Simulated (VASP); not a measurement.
# Cr (P6_3/mmc) in VASP: further runs

The runs below take Cr through relaxation of cell and atoms, with PBE.

All numbers are computed with VASP 6.6.1; they aren't measurements. Logs are shortened: lines on timing, memory, paths and dates and some standing lists are left out, and cuts for length are marked.

## Step 1: The structure

It takes space group P6_3/mmc (No. 194, hexagonal). The conventional cell has a = 2.714 Å, b = 2.714 Å, c = 4.410 Å, α = 90.00°, β = 90.00°, γ = 120.00°. Cr (site symmetry -6m2) has 12 Cr at 2.71 Å as nearest neighbours.

This isn't the form of Cr at room conditions, which is bcc.

## Step 2: Relaxation of cell and atoms, PBE, collinear spin, ferromagnetic start

INCAR reads:

```
SYSTEM = Cr
ALGO = Normal
EDIFF = 1E-6
EDIFFG = -0.01
ENCUT = 520
GGA = PE
IBRION = 2
ISIF = 3
ISMEAR = 0
ISPIN = 2
LASPH = .TRUE.
LCHARG = .FALSE.
LMAXMIX = 4
LORBIT = 11
LREAL = .FALSE.
LWAVE = .FALSE.
MAGMOM = 3 3
NELM = 120
NSW = 90
PREC = Accurate
SIGMA = 0.1
```

KPOINTS reads:

```
k-points
0
G
  18 18 10
  0 0 0
```

POSCAR reads:

```
Cr
1.0
    2.7140000000      0.0000000000      0.0000000000
   -1.3570000000      2.3503929500      0.0000000000
    0.0000000000      0.0000000000      4.4100000000
Cr
2
Direct
    0.3333333300      0.6666666700      0.2500000000
    0.6666666700      0.3333333300      0.7500000000
```

Potentials or basis: VASP PAW PBE potentials, release 64 (Cr_pv).

Started as:

```console
cat potpaw_PBE.64/Cr_pv/POTCAR > POTCAR
mpirun -np 1 vasp_std > vasp.out
```

OUTCAR:

```text
SYSTEM = Cr
   EDIFF = 1E-6
   EDIFFG = -0.01
   ENCUT = 520
   GGA = PE
   IBRION = 2
   ISIF = 3
   ISMEAR = 0
   ISPIN = 2
   LASPH = .TRUE.
   LORBIT = 11
   LREAL = .FALSE.
   NELM = 120
   NSW = 90
   PREC = Accurate

 ion  position               nearest neighbor table
   1  0.333  0.667  0.250-   2 2.71   2 2.71   2 2.71   2 2.71   2 2.71   2 2.71
   2  0.667  0.333  0.750-   1 2.71   1 2.71   1 2.71   1 2.71   1 2.71   1 2.71

  LATTYP: Found a hexagonal cell.
 ALAT       =     2.7140000000
 C/A-ratio  =     1.6249078850

  Lattice vectors:

 A1 = (   2.7140000000,   0.0000000000,   0.0000000000)
 A2 = (  -1.3570000000,   2.3503929500,   0.0000000000)
 A3 = (   0.0000000000,   0.0000000000,   4.4100000000)

Analysis of symmetry for initial positions (statically):
=====================================================================
 Subroutine PRICEL returns:
 Original cell was already a primitive cell.

 Routine SETGRP: Setting up the symmetry group for a
 hexagonal supercell.

 Subroutine GETGRP returns: Found 24 space group operations
 (whereof 12 operations were pure point group operations)
 out of a pool of 24 trial point group operations.

The static configuration has the point symmetry D_3d.
 The point group associated with its full space group is D_6h.

Analysis of symmetry for dynamics (positions and initial velocities):
=====================================================================
 Subroutine PRICEL returns:
 Original cell was already a primitive cell.

 Routine SETGRP: Setting up the symmetry group for a
 hexagonal supercell.

 Subroutine GETGRP returns: Found 24 space group operations
 (whereof 12 operations were pure point group operations)
 out of a pool of 24 trial point group operations.

The dynamic configuration has the point symmetry D_3d.
 The point group associated with its full space group is D_6h.

Analysis of structural, dynamic, and magnetic symmetry:
=====================================================================
 Subroutine PRICEL returns:
 Original cell was already a primitive cell.

 Routine SETGRP: Setting up the symmetry group for a
 hexagonal supercell.

 Subroutine GETGRP returns: Found 24 space group operations
 (whereof 12 operations were pure point group operations)
 out of a pool of 24 trial point group operations.

The overall configuration has the point symmetry D_3d.
 The point group associated with its full space group is D_6h.

 Subroutine INISYM returns: Found 24 space group operations
 (whereof 12 operations are pure point group operations),
 and found     1 'primitive' translations

----------------------------------------------------------------------------------------

                                     Primitive cell

  volume of cell :      28.1312

  direct lattice vectors                    reciprocal lattice vectors
     2.714000000  0.000000000  0.000000000     0.368459838  0.212730386  0.000000000
    -1.357000000  2.350392950  0.000000000     0.000000000  0.425460772  0.000000000
     0.000000000  0.000000000  4.410000000     0.000000000  0.000000000  0.226757370

  length of vectors
     2.714000000  2.714000004  4.410000000     0.425460773  0.425460772  0.226757370

  position of ions in fractional coordinates (direct lattice)
     0.333333330  0.666666670  0.250000000
     0.666666670  0.333333330  0.750000000

  ion indices of the primitive-cell ions
   primitive index   ion index
                 1           1
                 2           2

----------------------------------------------------------------------------------------

 KPOINTS: k-points

Automatic generation of k-mesh.
 Grid dimensions read from file:
 generate k-points for:   18   18   10

 Generating k-lattice:

  Cartesian coordinates                     Fractional coordinates (reciprocal lattice)
     0.020469991  0.011818355  0.000000000     0.055555556  0.000000000  0.000000000
     0.000000000  0.023636710  0.000000000     0.000000000  0.055555556  0.000000000
     0.000000000  0.000000000  0.022675737     0.000000000  0.000000000  0.100000000

  Length of vectors
     0.023636710  0.023636710  0.022675737

  Shift w.r.t. Gamma in fractional coordinates (k-lattice)
     0.000000000  0.000000000  0.000000000

 Subroutine IBZKPT returns following result:
 ===========================================

 Found    222 irreducible k-points:

 Following reciprocal coordinates:
            Coordinates               Weight
  0.000000  0.000000  0.000000      1.000000
  0.055556  0.000000  0.000000      6.000000
  0.111111  0.000000  0.000000      6.000000
  0.166667 -0.000000  0.000000      6.000000
  0.222222  0.000000  0.000000      6.000000
  0.277778  0.000000  0.000000      6.000000
[... 16 lines left out ...]
  0.333333  0.111111  0.000000     12.000000
  0.388889  0.111111  0.000000     12.000000
 [... further k-points ...]
   k-points           NKPTS =    222   k-points in BZ     NKDIM =    222   number of bands    NBANDS=     19
   number of dos      NEDOS =    301   number of ions     NIONS =      2
   total plane-waves  NPLWV =  14400
   dimension x,y,z NGX =    20 NGY =   20 NGZ =   36
   dimension x,y,z NGXF=    40 NGYF=   40 NGZF=   72
   ions per type =               2
   NGX,Y,Z   is equivalent  to a cutoff of  12.25, 12.25, 13.57 a.u.
   NGXF,Y,Z  is equivalent  to a cutoff of  24.50, 24.50, 27.14 a.u.
 SYSTEM =  Cr
   PREC   = accura    normal or accurate (medium, high low for compatibility)
   ISTART =      0    job   : 0-new  1-cont  2-samecut
   ICHARG =      2    charge: 1-file 2-atom 10-const
   ISPIN  =      2    spin polarized calculation?
   LNONCOLLINEAR =      F non collinear calculations
   LSORBIT =      F    spin-orbit coupling
   LASPH  =      T    aspherical Exc in radial PAW
   ENCUT  =  520.0 eV  38.22 Ry    6.18 a.u.   5.05  5.05  8.20*2*pi/ulx,y,z
   NELM   =    120;   NELMIN=  2; NELMDL= -5     # of ELM steps
   EDIFF  = 0.1E-05   stopping-criterion for ELM
   LREAL  =      F    real-space projection
   EDIFFG = -.1E-01   stopping-criterion for IOM
   NSW    =     90    number of steps for IOM
   IBRION =      2    ionic relax: 0-MD 1-quasi-New 2-CG
   NFREE  =      1    steps in history (QN), initial steepest desc. (CG)
   ISIF   =      3    stress and relaxation
   ISYM   =      2    0-nonsym 1-usesym 2-fastsym
   POTIM  = 0.5000    time-step for ionic-motion
   TEBEG  =    0.0;   TEEND  =   0.0 temperature during run
   PSTRESS=    0.0 pullay stress
   NELECT =      24.0000    total number of electrons
   NUPDOWN=      -1.0000    fix difference up-down
   EMIN   =  10.00;   EMAX   =-10.00  energy-range for DOS
   EFERMI =   0.00;   METHOD = LEGACY
   ISMEAR =     0;   SIGMA  =   0.10  broadening in eV -4-tet -1-fermi 0-gaus
   EFERMI_NEDOS =   21; number of points for ismear=-14 and -15
   IALGO  =     38    algorithm
   IMIX   =      4    mixing-type and parameters
     AMIX     =   0.40;   BMIX     =  1.00
     AMIX_MAG =   1.60;   BMIX_MAG =  1.00
  volume/ion in A,a.u.               =      14.07        94.92
  Fermi-wavevector in a.u.,A,eV,Ry     =   1.552681  2.934142 32.801180  2.410819
  Thomas-Fermi vector in A             =   2.657021
   LORBIT       =     11    0 simple, 1 ext, 2 COOP (PROOUT), +10 PAW based schemes
   GGA     = PE    functional components
   LHFCALC =     F    Hartree Fock is set to
   AEXX    =    0.0000 exact exchange contribution
   IVDW    =     0    specifies the selected vdW correction
   LEPSILON=     F    determine dielectric tensor
   LRPA    =     F    only Hartree local field effects (RPA)
 conjugate gradient relaxation of ions
 spin polarized calculation
 Gauss-broadening in eV      SIGMA  =   0.10
  energy-cutoff  :      520.00
  volume of cell :       28.13
 maximum number of plane-waves:       774
   NGX = 11   NGY = 11   NGZ = 17

--------------------------------------- Ionic step        1  -------------------------------------------

 number of electron      24.0000005 magnetization       1.8710027

 Free energy of the ion-electron system (eV)
  ---------------------------------------------------
  ext. energy  EPLUGINS =         0.00000000
  ---------------------------------------------------
  free energy    TOTEN  =       -17.71704315 eV

  energy without entropy =      -17.69653223  energy(sigma->0) =      -17.70678769

 E-fermi :   8.2986     XC(G=0): -12.5425

 val. band max:        8.2986219902   @ k =   0.3333   0.2222   0.4000
 cond. band min:       8.3033518412   @ k =   0.0556   0.0000   0.2000
 fundamental gap:      0.0047298510
 Fermi energy:         8.2986385842

 spin component 1

 k-point     1 :       0.0000    0.0000    0.0000
  band No.  band energies     occupation
      1     -35.1820      1.00000
      2     -34.8429      1.00000
      3     -34.8429      1.00000
      4     -34.7768      1.00000
      5     -34.7768      1.00000
      6     -34.6987      1.00000
[... 505 lines left out ...]
      6     -34.8120      1.00000
[... 11 lines left out ...]
     18      13.7791      0.00000
     19      15.1263      0.00000

 [... further k-points ...]

 spin component 2

 k-point     1 :       0.0000    0.0000    0.0000
  band No.  band energies     occupation
      1     -34.3703      1.00000
      2     -33.9409      1.00000
      3     -33.9409      1.00000
      4     -33.8761      1.00000
      5     -33.8738      1.00000
      6     -33.8738      1.00000
[... 505 lines left out ...]
      6     -33.9634      1.00000
[... 11 lines left out ...]
     18      14.3406      0.00000
     19      16.3132      0.00000

 [... further k-points ...]

------------------------ aborting loop because EDIFF is reached ----------------------------------------

  FORCE on cell =-STRESS in cart. coord.  units (eV):
  Direction    XX          YY          ZZ          XY          YZ          ZX
  --------------------------------------------------------------------------------------
  -------------------------------------------------------------------------------------
  Total       -4.6689078     -4.6689078     -3.9277915     -0.0000000      0.0000000     -0.0000000
  in kB     -265.9114081   -265.9114091   -223.7021200     -0.0000000      0.0000000     -0.0000000
  external PRESSURE =    -251.8416457 kB  Pullay stress =       0.0000000 kB
[... 91 lines left out ...]
  FREE ENERGIE OF THE ION-ELECTRON SYSTEM (eV)
  ---------------------------------------------------
  free  energy   TOTEN  =       -18.1444954907 eV

  energy  without entropy=      -18.1200967637  energy(sigma->0) =      -18.13229613

[... ionic steps 4 to 10 ...]

--------------------------------------- Ionic step       11  -------------------------------------------

 number of electron      24.0000019 magnetization       0.0000002

 number of electron      24.0000019 magnetization      -0.0000002
[... 73 lines left out ...]
 number of electron      24.0000020 magnetization      -0.0000002

 number of electron      24.0000020 magnetization       0.0000007

 Free energy of the ion-electron system (eV)
  ---------------------------------------------------
  ext. energy  EPLUGINS =         0.00000000
  ---------------------------------------------------
  free energy    TOTEN  =       -18.23399782 eV

  energy without entropy =      -18.21984596  energy(sigma->0) =      -18.22692189

 E-fermi :  10.4119     XC(G=0): -13.4822

 val. band max:       10.3938849664   @ k =   0.3333   0.0000   0.2000
 cond. band min:      10.4147647794   @ k =   0.2778   0.2778   0.2000
 fundamental gap:      0.0208798131
 Fermi energy:        10.4118988836

 spin component 1

 k-point     1 :       0.0000    0.0000    0.0000
  band No.  band energies     occupation
      1     -32.8533      1.00000
      2     -32.1914      1.00000
      3     -32.0194      1.00000
      4     -32.0194      1.00000
      5     -31.9569      1.00000
      6     -31.9569      1.00000
[... 505 lines left out ...]
      6     -32.1833      1.00000
[... 11 lines left out ...]
     18      17.7022      0.00000
     19      17.8589      0.00000

 [... further k-points ...]

 spin component 2

 k-point     1 :       0.0000    0.0000    0.0000
  band No.  band energies     occupation
      1     -32.8533      1.00000
      2     -32.1914      1.00000
      3     -32.0194      1.00000
      4     -32.0194      1.00000
      5     -31.9569      1.00000
      6     -31.9569      1.00000
[... 505 lines left out ...]
      6     -32.1833      1.00000
[... 11 lines left out ...]
     18      17.7022      0.00000
     19      17.8589      0.00000

 [... further k-points ...]

------------------------ aborting loop because EDIFF is reached ----------------------------------------

  FORCE on cell =-STRESS in cart. coord.  units (eV):
  Direction    XX          YY          ZZ          XY          YZ          ZX
  --------------------------------------------------------------------------------------
  -------------------------------------------------------------------------------------
  Total        0.0002927      0.0002927     -0.0028058     -0.0000000      0.0000000      0.0000000
  in kB        0.0197184      0.0197184     -0.1890214     -0.0000000      0.0000000      0.0000000
  external PRESSURE =      -0.0498616 kB  Pullay stress =       0.0000000 kB
[... 17 lines left out ...]
  FREE ENERGIE OF THE ION-ELECTRON SYSTEM (eV)
  ---------------------------------------------------
  free  energy   TOTEN  =       -18.2339978234 eV

  energy  without entropy=      -18.2198459626  energy(sigma->0) =      -18.22692189

 reached required accuracy - stopping structural energy minimisation

 total charge

# of ion       s       p       d       tot
------------------------------------------
    1        0.442   6.372   4.214  11.027
    2        0.442   6.372   4.214  11.027
--------------------------------------------------
tot          0.883  12.744   8.427  22.055

 magnetization (x)

# of ion       s       p       d       tot
------------------------------------------
    1       -0.000   0.000   0.000   0.000
    2       -0.000   0.000   0.000   0.000
--------------------------------------------------
tot         -0.000   0.000   0.000   0.000
```

Wall time 43 min (1 thread of AMD EPYC 7R43 (Zen 3), shared host); peak memory 0.26 GiB.

What came out:

* Free energy: -18.2340 eV
* Relaxed volume: 11.89 Å³/atom
* Relaxed cell: a = 2.483 Å, b = 2.483 Å, c = 4.456 Å, α = 90.00°, β = 90.00°, γ = 120.00°
* Space group after relaxing (to 0.05 Å): P6_3/mmc (No. 194)
* Energy gained by relaxing: 258.5 meV/atom
* Ionic steps: 13
* Pressure after relaxing: 0.0 GPa
* Band gap on the k mesh: none (metal or under the smearing width)
* Net moment: 0.00 μB per cell
* Valence electrons inside the program's atomic spheres: Cr 11.03

Step by step:
| step | energy change (eV) | largest force (eV/Å) | pressure (GPa) | volume (Å³) |
| --- | --- | --- | --- | --- |
| 1 | 0.0000 | 0.0000 | -25.18 | 28.13 |
| 2 | 0.1194 | 0.0000 | 56.45 | 20.05 |
| 3 | -0.4275 | 0.0000 | -0.70 | 23.81 |
| 4 | -0.4279 | 0.0000 | 0.33 | 23.71 |
| 5 | -0.4887 | 0.0000 | 2.72 | 23.47 |
| 6 | -0.3014 | 0.0000 | 17.40 | 22.61 |
| 7 | -0.5066 | 0.0000 | 4.59 | 23.32 |
| 8 | -0.5078 | 0.0000 | 5.44 | 23.26 |
| 9 | -0.4921 | 0.0000 | -6.30 | 24.54 |
| 10 | -0.5162 | 0.0000 | 0.72 | 23.72 |
| 11 | -0.5162 | 0.0000 | 0.79 | 23.72 |
| 12 | -0.5168 | 0.0000 | -0.29 | 23.81 |
| 13 | -0.5170 | 0.0000 | 0.00 | 23.78 |

Final structure:
```xyz
2
Lattice="2.4825 0.0000 0.0000 -1.2413 2.1499 0.0000 0.0000 0.0000 4.4559" Properties=species:S:1:pos:R:3 pbc="T T T"
Cr    0.0000    1.4333    1.1140
Cr    1.2413    0.7166    3.3419
```

Caveat: the starting moments collapsed, and a magnetic state may lie lower; the volume moved by over 15 % at a fixed basis, so the end points are rough; the volume moved by -15 % from the deposited cell, more than functionals usually miss.

## Step 3: Relaxation of cell and atoms, PBE, collinear spin, ferromagnetic start

This run uses another cell than the first one, of 11.89 Å³/atom, 0.845 times its volume.

Changes to INCAR since step 2:

```diff
@@ -2,4 +2,4 @@
 ALGO = Normal
-EDIFF = 1E-6
-EDIFFG = -0.01
+EDIFF = 1E-7
+EDIFFG = -0.005
 ENCUT = 520
@@ -18,3 +18,4 @@
 NELM = 120
-NSW = 90
+NSW = 60
+POTIM = 0.3
 PREC = Accurate
```

KPOINTS is that of step 2.

POSCAR reads:

```
Cr                                      
1.0
    2.4825463900      0.0000000000     -0.0000000000
   -1.2412731950      2.1499482429      0.0000000000
    0.0000000000     -0.0000000000      4.4558755827
  Cr            
     2
Direct
     0.3333333300000021    0.6666666699999979    0.2500000000000000
     0.6666666699999979    0.3333333300000021    0.7500000000000000
```

Potentials or basis: VASP PAW PBE potentials, release 64 (Cr_pv).

Started as:

```console
cat potpaw_PBE.64/Cr_pv/POTCAR > POTCAR
mpirun -np 1 vasp_std > vasp.out
```

Run time: 4 min. Hardware: 1 thread of AMD EPYC 7R43 (Zen 3), shared host; peak memory 0.21 GiB.

It converged, with:

```yaml
Free_energy: -18.2326 eV
Pressure_after_relaxing: 0.0 GPa
Band_gap_on_the_k_mesh: none (metal or under the smearing width)
Net_moment: 0.00 μB per cell
Valence_electrons_inside_the_program's_atomic_spheres: Cr 11.03
```

Final structure:
```
Cr
1.0
     2.48255    0.00000    0.00000
    -1.24127    2.14995    0.00000
     0.00000    0.00000    4.45588
Cr
2
Direct
  0.33333 0.66667 0.25000
  0.66667 0.33333 0.75000
```

Levels at points of the mesh, in eV from the Fermi level:
Spin up:
```tsv
k point	band 10	band 11	band 12	band 13	band 14	band 15
(0.00, 0.00, 0.00)	-0.36	-0.36	-0.29	-0.03	-0.03	1.08
(0.50, 0.00, 0.00)	-0.96	-0.58	-0.31	-0.14	2.27	2.82
(0.00, 0.00, 0.50)	-1.63	-0.33	-0.33	-0.33	-0.33	1.79
(0.50, 0.00, 0.50)	-2.48	0.94	0.94	1.28	1.28	2.89
```
Spin down:
```csv
k point,band 10,band 11,band 12,band 13,band 14,band 15
"(0.00, 0.00, 0.00)",-0.36,-0.36,-0.29,-0.03,-0.03,1.08
"(0.50, 0.00, 0.00)",-0.96,-0.58,-0.31,-0.14,2.27,2.82
"(0.00, 0.00, 0.50)",-1.63,-0.33,-0.33,-0.33,-0.33,1.79
"(0.50, 0.00, 0.50)",-2.48,0.94,0.94,1.28,1.28,2.89
```

Caveat: the starting moments collapsed, and a magnetic state may lie lower; the relaxation stopped at its first step, so nothing moved.
